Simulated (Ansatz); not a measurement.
A run of Ansatz 0.2.0 is set up as follows.

input.yaml

```yaml
crystal:
  lattice:
    - [-3.045603, 3.045603, 1.55941]
    - [3.045603, -3.045603, 1.55941]
    - [3.045603, 3.045603, -1.55941]
  atoms:
    - { symbol: Hg, position: [0.75, 0.25, 0.5] }
    - { symbol: Te, position: [0.0, 0.0, 0.0] }
kpoints:
  mp_grid: { grid: [7, 7, 7] }
scf:
  occupations: { method: fermi_dirac, width: 0.05 }
hamiltonian:
  xc: pbe
  pseudopotentials: { kind: all_electron, lapw: { basis_error: 0.001 } }
output:
  forces: true
  stress: true
relax:
  f_tol: 0.02
  max_steps: 60
  cell: {}
```

Potentials or basis: all-electron LAPW, scalar-relativistic.

The run is started by

```console
$ ansatz run input.yaml --threads 1 --pin off --max-ram 3072MiB --backend cpu --events-out ev --progress --plain --runs-dir out
```

**Question.** Predict the relaxed cell.

**Answer.** a = 4.627 Å, b = 4.627 Å, c = 4.627 Å, α = 96.16°, β = 96.16°, γ = 141.75°.

**Question.** Estimate the relaxed volume.

**Answer.** 28.96 Å³/atom.

Final structure:
```
Hg Te
1.0
    -3.09091    3.09091    1.51588
     3.09091   -3.09091    1.51588
     3.09091    3.09091   -1.51588
Hg Te
1 1
Direct
  0.75000 0.25000 0.50000
  0.00000 0.00000 0.00000
```

 Spin-orbit coupling is left out, which matters for the levels of Hg, Te.
